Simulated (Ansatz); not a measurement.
The system is NaF (Villiaumite).

```
Na F
1.0
     0.00000    2.32000    2.32000
     2.32000    0.00000    2.32000
     2.32000    2.32000    0.00000
Na F
1 1
Direct
  0.00000 0.00000 0.00000
  0.50000 0.50000 0.50000
```

Base run:

- Program: Ansatz 0.2.0
- Functional: PBE0
- Potentials or basis: all-electron PAW datasets made for the crystal
- Cutoff: 310 eV (chosen from the basis error)
- k mesh: 8 × 8 × 8
- Occupations: fermi-dirac, width 0.05 eV
- Spin: no spin polarisation

Its results: band gap on the k mesh 9.22 eV, direct; pressure -0.1 GPa.

Problem. The run is repeated on the same cell with these changes: functional from PBE0 to HSE06. What comes out?

Solution. Band gap on the k mesh 8.45 eV, direct; pressure -0.1 GPa.

